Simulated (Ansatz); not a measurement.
Born–Oppenheimer molecular dynamics of a periodic cell of 12 atoms, ZrO2 (start crystal ZrO2, start structure P4_2/nmc, volume 1 times the crystal's). It starts from an unrelaxed structure (largest force component 0.08 eV/Å).

These are results of Ansatz 0.2.0, DFT PBEsol, scalar-relativistic, plane waves, PAW, not measurements. Settings: PAW set soft_1, cutoff 420 eV, k mesh 3x3x3, fermi-dirac smearing 0.24 eV, no spin polarisation.

```json
{"ensemble": "NVT, Langevin thermostat", "time step": "0.75 fs", "steps asked": "250", "set temperature": "2800 K", "friction": "0.02 /fs", "seed": "975378"}
```

First frame:

```xyz
12
Lattice="-3.5916 -3.5916 0.0000 3.5916 -3.5916 0.0000 0.0000 0.0000 5.1790" Properties=species:S:1:pos:R:3
Zr 0.000 -3.592 0.000
Zr 1.796 -1.796 2.590
O 1.796 -3.592 1.056
O 1.796 -3.592 3.646
O 0.000 -1.796 1.533
O 0.000 -1.796 4.122
Zr 0.000 0.000 0.000
Zr -1.796 -1.796 2.590
O -1.796 -3.592 1.056
O -1.796 -3.592 3.646
O 0.000 -5.387 1.533
O 0.000 -5.387 4.122
```

(1) What does the run give?

(2) What happens to the structure?

(3) How do temperature and energy run in time?

Results:

(1) All steps were run.

```
steps done                                               : 250
time covered                                             : 187.5 fs
mean temperature over the second half                    : 2077 K
spread of the potential energy over the second half      : 79.9 meV per atom
mean potential energy of the second half above the start : 242.8 meV per atom
```

The mean temperature of the second half is 26 % below the set value. A run of 0.19 ps of so small a system gives no equilibrium averages. Limits of this set-up: PAW files made for another functional.

(2) Mean squared displacements from the first frame to the last, about the centre of mass: Zr 0.05 Å², O 0.40 Å². Another seed would give other details.

(3) 
| time (fs) | T (K) | potential energy less start (eV) |
| --- | --- | --- |
| 0 | 2567 | 0.000 |
| 6 | 2158 | 1.287 |
| 12 | 1047 | 2.966 |
| 18 | 1842 | 2.264 |
| 24 | 1761 | 1.708 |
| 30 | 1724 | 2.436 |
| 36 | 1842 | 2.433 |
| 42 | 2030 | 2.364 |
| 48 | 2314 | 2.662 |
| 54 | 1776 | 2.729 |
| 60 | 2679 | 1.769 |
| 66 | 2944 | 1.589 |
| 72 | 2298 | 2.130 |
| 78 | 1704 | 2.738 |
| 84 | 1987 | 2.081 |
| 90 | 2112 | 1.300 |
| 96 | 1668 | 2.009 |
| 102 | 1400 | 2.096 |
| 108 | 1559 | 1.841 |
| 114 | 1563 | 2.060 |
| 120 | 1626 | 2.037 |
| 126 | 2507 | 2.197 |
| 132 | 1960 | 3.308 |
| 138 | 2220 | 3.278 |
| 144 | 2665 | 2.848 |
| 150 | 2003 | 3.917 |
| 156 | 2693 | 3.117 |
| 162 | 3312 | 1.862 |
| 168 | 2569 | 2.806 |
| 174 | 2186 | 4.332 |
| 180 | 1852 | 4.845 |
| 186 | 1759 | 4.279 |

The run took 21 min on 2 threads of Arm Neoverse V1 (shared host), peak memory 0.55 GiB.
